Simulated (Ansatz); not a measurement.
## Relativity in KCl

```
K Cl
1.0
     0.00000    3.15610    3.15610
     3.15610    0.00000    3.15610
     3.15610    3.15610    0.00000
K Cl
1 1
Cartesian
  0.0000 0.0000 0.0000
  3.1561 3.1561 3.1561
```

Atoms are numbered in the order listed.

Structure: COD 9003114, as refined from experiment and not relaxed.

One fixed cell is solved with PBE by all-electron LAPW in Ansatz 0.2.0 under different relativistic treatments. Pressure is positive in compression.

Sampling and basis: a Γ-centred 7×7×7 k mesh, Fermi–Dirac smearing of 0.03 eV, basis error target 0.5 meV/atom, no spin polarisation.

```json
{"setting": "scalar-relativistic", "P (GPa)": "0.58", "gap over the k mesh and a high-symmetry path (eV)": "5.16", "lowest level at Γ above −25 eV, from the valence-band top or, without a gap, the Fermi level (eV)": "-12.11"}
{"setting": "non-relativistic", "P (GPa)": "0.62", "gap over the k mesh and a high-symmetry path (eV)": "5.24", "lowest level at Γ above −25 eV, from the valence-band top or, without a gap, the Fermi level (eV)": "-11.94"}
```
